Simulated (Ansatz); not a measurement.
# HfC: a trigonal deformation path

An exercise on one series of results from a longer session: the logs are not shown, and one member is left open.

Computed with Ansatz 0.2.0 (DFT PBE, scalar-relativistic, plane waves, PAW, unless a step's input says otherwise).

**The structure to begin with**

The structure is cubic, space group Fm-3m (No. 225). Conventional cell: a = 4.650 Å, b = 4.650 Å, c = 4.650 Å, α = 90.00°, β = 90.00°, γ = 90.00°. Around Hf (site symmetry m-3m) lie 6 C at 2.33 Å. Around C (site symmetry m-3m) lie 6 Hf at 2.33 Å.

Structure file:

```cif
data_structure
_symmetry_space_group_name_H-M 'Fm-3m'
_symmetry_Int_Tables_number 225
_cell_length_a 4.6500
_cell_length_b 4.6500
_cell_length_c 4.6500
_cell_angle_alpha 90.000
_cell_angle_beta 90.000
_cell_angle_gamma 90.000
_cell_volume 100.54
loop_
_atom_site_label
_atom_site_type_symbol
_atom_site_symmetry_multiplicity
_atom_site_Wyckoff_symbol
_atom_site_fract_x
_atom_site_fract_y
_atom_site_fract_z
_atom_site_occupancy
Hf1 Hf 4 b 0.50000 0.00000 0.00000 1
C1 C 4 a 0.00000 0.00000 0.00000 1
```

No relaxation comes first: the listed cell is the starting point.

**Zero of energy**

Reference values: F = -15974.1437 eV; pressure 0.20 GPa; largest force 0.000 eV/Å; gap on the mesh none (metal). It was computed beforehand with the settings of the runs below.

Set-up of the first run:

At fixed volume and fractional coordinates, lengths along (0.577, 0.577, 0.577) are scaled against those across it; ρ is that ratio over its starting value.

Input file input.yaml:

```yaml
crystal:
  lattice:
    - [-0.9764388137, 1.9528776273, 1.9528776273]
    - [1.9528776273, -0.9764388137, 1.9528776273]
    - [1.9528776273, 1.9528776273, -0.9764388137]
  atoms:
    - { symbol: Hf, position: [0.5, 0.5, 0.5] }
    - { symbol: C, position: [0.0, 0.0, 0.0] }
basis:
  ecutwfc: 420
kpoints:
  mp_grid: { grid: [20, 20, 20] }
hamiltonian:
  xc: pbe
scf:
  occupations: { method: gaussian, width: 0.15 }
output:
  forces: true
  stress: true
  eigenvalues: true
```

Command:

```
$ ansatz run input.yaml --threads 1 --pin off --max-ram 2560MiB --backend cpu --events-out ev --progress --plain --runs-dir out
```

Steps of the session up to this table: Point ρ = 0.500; Point ρ = 2.000; ρ = 0.710; ρ = 1.410; ρ = 0.600; Point ρ = 0.850; ρ = 1.200; Point ρ = 1.700; ρ = 0.930; At ρ = 1.080.

One of the session's tables, all rows but one given; the rest of the session is left out.

```
    ρ  ΔE (meV/atom)  pressure (GPa)
0.500         1360.9            -5.5
0.600         1076.8            -3.9
0.710              ?               ?
0.850          201.2             0.0
0.930           44.4             0.2
1.000            0.0             0.2
1.080           56.1             0.2
1.200          324.4             0.6
1.410         1103.1             3.9
1.700         2080.0             9.3
2.000         2836.7            17.3
```

Q: Estimate the row for ρ = 0.710 from the others.

Worked estimate for «ΔE (meV/atom)». A straight line through the neighbours (0.600, 1076.8) and (0.850, 201.2) gives 1076.8 + (201.2 − 1076.8) × (0.710 − 0.600) / (0.850 − 0.600) = 691.5; a parabola fitted to 4 rows on both sides gives 677.3.

**Answer.** ΔE (meV/atom): 668.2; pressure (GPa): -1.5. In «ΔE (meV/atom)» the line misses by +23.3 and the parabola by +9.1.
